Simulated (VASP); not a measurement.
## Ge (diamond), LDA relaxation of cell and atoms: VASP's output and Ansatz's

POSCAR

```
Ge
 1.0000000000000000
    -0.0000000000000000    2.8806946027756952    2.8806946027756952
     2.8806946027756952    0.0000000000000000    2.8806946027756952
     2.8806946027756952    2.8806946027756952    0.0000000000000000
 Ge
   2
Cartesian
  0.0000000000000000 -0.0000000000000000  0.0000000000000000
  1.4403473013878476  1.4403473013878476  1.4403473013878476
```

VASP ran with the recommended LDA PAW datasets (28 valence electrons in the cell).

From OUTCAR

```
k-points           NKPTS =     29   k-points in BZ     NKDIM =     29   number of bands    NBANDS=     21

   NELECT =      28.0000    total number of electrons

   dimension x,y,z NGX =    36 NGY =   36 NGZ =   36
   dimension x,y,z NGXF=    72 NGYF=   72 NGZF=   72

  energy-cutoff  :      600.00
  volume of cell :       44.49
      direct lattice vectors                 reciprocal lattice vectors
    -0.000000000  2.812400327  2.812400327    -0.177784078  0.177784078  0.177784078
     2.812400327  0.000000000  2.812400327     0.177784078 -0.177784078  0.177784078
     2.812400327  2.812400327  0.000000000     0.177784078  0.177784078 -0.177784078

 k-points in reciprocal lattice and weights: KPOINTS created by Atomic Simulation Env
   0.00000000  0.00000000  0.00000000       0.002
   0.12500000  0.00000000  0.00000000       0.016
   0.25000000  0.00000000  0.00000000       0.016
   0.37500000  0.00000000  0.00000000       0.016
   0.50000000  0.00000000  0.00000000       0.008
   0.12500000  0.12500000  0.00000000       0.012
   0.25000000  0.12500000  0.00000000       0.047
   0.37500000  0.12500000  0.00000000       0.047
   ...

 E-fermi :   4.9246

 k-point     1 :       0.0000    0.0000    0.0000
  band No.  band energies     occupation
      1     -20.0661      2.00000
      2     -20.0661      2.00000
      3     -20.0661      2.00000
      4     -20.0281      2.00000
      5     -20.0281      2.00000
      6     -19.8078      2.00000
      7     -19.8078      2.00000
      8     -19.8078      2.00000
      9     -19.7930      2.00000
     10     -19.7930      2.00000
     11      -8.0397      2.00000
     12       4.8988      1.56824
     13       4.8988      1.56824
     14       4.8988      1.56824
     15       4.9157      1.22042
     16       7.4324      0.00000
     17       7.4324      0.00000
     18       7.4324      0.00000
     19      11.1482      0.00000
     20      14.4953      0.00000
     21      14.4953      0.00000

 k-point     2 :       0.1250    0.0000    0.0000
  band No.  band energies     occupation
      1     -20.0746      2.00000
      2     -20.0746      2.00000
      3     -20.0635      2.00000
      4     -20.0162      2.00000
      5     -20.0162      2.00000
      6     -19.8200      2.00000
      7     -19.8200      2.00000
      8     -19.8108      2.00000
      9     -19.7826      2.00000
     10     -19.7826      2.00000
     11      -7.8464      2.00000
     12       2.5096      2.00000
     13       4.5549      2.00000
     14       4.5549      2.00000
     15       5.9110      0.00000
     16       7.8897      0.00000
     17       7.8897      0.00000
     18       8.3730      0.00000
     19      12.1152      0.00000
     20      13.5215      0.00000
     21      13.5215      0.00000

 k-point     3 :       0.2500    0.0000    0.0000
  band No.  band energies     occupation
      1     -20.0851      2.00000
      2     -20.0851      2.00000
      3     -20.0571      2.00000
      4     -19.9982      2.00000
      5     -19.9982      2.00000
      6     -19.8342      2.00000
      7     -19.8342      2.00000
      8     -19.8184      2.00000
      9     -19.7721      2.00000
     10     -19.7721      2.00000
     11      -7.2851      2.00000
     12       0.1131      2.00000
     13       3.9971      2.00000
     14       3.9971      2.00000
     15       5.5185      0.00000
     16       8.5258      0.00000
     17       8.5258      0.00000
     18      10.5162      0.00000
     19      12.7843      0.00000
     20      13.2604      0.00000
     21      13.2604      0.00000

 k-point     4 :       0.3750    0.0000    0.0000
  band No.  band energies     occupation
      1     -20.0904      2.00000
      2     -20.0904      2.00000
      3     -20.0505      2.00000
      4     -19.9872      2.00000
      5     -19.9872      2.00000
      6     -19.8416      2.00000
      7     -19.8416      2.00000
      8     -19.8262      2.00000
      9     -19.7665      2.00000
     10     -19.7665      2.00000
     11      -6.4607      2.00000
     12      -1.8723      2.00000
     13       3.6036      2.00000
     14       3.6036      2.00000
     15       5.1490      0.00003
     16       8.6657      0.00000
     17       8.6657      0.00000
     18      12.0250      0.00000
     19      13.1658      0.00000
     20      14.4529      0.00000
     21      14.4529      0.00000

 ...

  Total       -0.0064407     -0.0064407     -0.0064407     -0.0000000      0.0000000      0.0000000
  in kB       -0.2319438     -0.2319438     -0.2319438     -0.0000000      0.0000000      0.0000000
  external PRESSURE =      -0.2319438 kB  Pullay stress =       0.0000000 kB

 POSITION                                       TOTAL-FORCE (eV/Angst)
 -----------------------------------------------------------------------------------
      0.00000      0.00000      0.00000        -0.000000     -0.000000     -0.000000
      1.40620      1.40620      1.40620         0.000000      0.000000      0.000000
 -----------------------------------------------------------------------------------
    total drift:                                0.000000      0.000000      0.000000

  FREE ENERGIE OF THE ION-ELECTRON SYSTEM (eV)
  ---------------------------------------------------
  free  energy   TOTEN  =       -10.3810337975 eV

  energy  without entropy=      -10.3808426666  energy(sigma->0) =      -10.38093823
```

Each program uses its own PAW datasets. VASP's cell holds 28 valence electrons and Ansatz's 28. LDA means the Perdew–Zunger form with relativistic exchange in VASP and the Perdew–Wang form in Ansatz.

**Question.** What does Ansatz give for the same cell and level of theory?

**Answer.** relaxed cell vector lengths 3.975, 3.975, 3.975 Å; relaxed cell volume 44.41 Å³.

Ansatz printed

```
basis re-selected at this cell: Δ(F+E_penalty+E_count) = +6.235e-4 eV, ΔP = +0.008 GPa vs the last step (what re-selecting the basis moved, of the pressure what is left beyond the Pulay correction that the steps carried, after the strain that the cell walked since its last selection, with what the two solves' SCF thresholds leave and, on support functions, any second-order correction that the steps lacked; it is no measure of the basis error at this ecutwfc). The dense FFT grid was sized anew with the basis: this SCF ran on 27×27×27 points, the steps before it on 30×30×30, so part of this shift can come from that change (see relax.cell in the input reference). This SCF's stress stands 1.47e-2 GPa from its target on what of the cell is left free (relax.cell.stress_tol is 5.00e-2 GPa) and its largest allowed force component is 8.33e-17 eV/Å (relax.f_tol is 5.00e-3 eV/Å): within both
SCF converged after 5 iterations
Free energy (F): -8431.428376 eV
Harris-Foulkes:  -8431.428376 eV  (|F-HF|=0.00e0)
Internal energy: -8431.428176 eV  (E = F + TS)
E sigma→0 (E₀):  -8431.428276 eV
Entropy (-TS):   -0.000200 eV (-0.100 meV/atom)
Fermi energy:    8.538800 eV
--- Per-component energies (eV) ---
  E_band       = -303.520503
  E_kinetic    = 224.615925
  E_local      = -4923.890748  (includes V_loc(G=0)·N_el)
  E_nonlocal   = 843.510279
  E_hartree    = 2158.757276
  E_xc         = -150.867222
  E_vxc        = -130.853980  (∫ρ·V_xc dr)
  E_paw        = -3882.840015  (= ΣΔE_a)
  E_vpaw       = -634.417089  (= ΣTr[D̂ρ^β])
  E_aug_tail   = 0.000601  (compensation charges beyond the density's cutoff)
  E_ewald      = -2704.530923
  E_core_change = 3.816652  (= ΣΔE_core)
  E_smearing   = -0.000200  (= −TS)
  E_closure    = -0.000000  (closes the sum)
  Σ components = -8431.428376   (vs F -8431.428376, Δ=0.00e0)
--- Forces (eV/Å), atoms counted from 1 ---
  atom   1  Ge    -0.00000000    -0.00000000    -0.00000000
  atom   2  Ge     0.00000000     0.00000000     0.00000000
  max |Σ_I F_I| component: 1.85e-17 eV/Å
--- Stress (GPa, compression-positive) ---
        0.014662      -0.000000      -0.000000
       -0.000000       0.014662      -0.000000
       -0.000000       0.000000       0.014662
  P = ⅓ Tr σ = 0.0147 GPa (0.147 kbar)
--- Relaxed structure (4 steps of the walk, 4 accepted, 1 SCFs on fresh bases) ---
  F+E_penalty+E_count = -8431.42837604 eV   max|allowed force component| = 8.327e-17 eV/Å   (the final SCF, on the basis selected at the relaxed cell)
  cell:  # Å, volume = 44.4099 Å³
    - [-1.1146126315724605e-34, 2.8107137471826475, 2.8107137471826475]
    - [2.8107137471826475, 5.461601897136511e-34, 2.8107137471826475]
    - [2.8107137471826475, 2.8107137471826475, 6.846906169203449e-35]
  atoms:
    - { symbol: Ge, position: [-6.163328336701334e-35, 3.934780237555088e-35, 3.0990747003752464e-35] }
    - { symbol: Ge, position: [0.25000000000000006, 0.25000000000000006, 0.25000000000000006] }
```
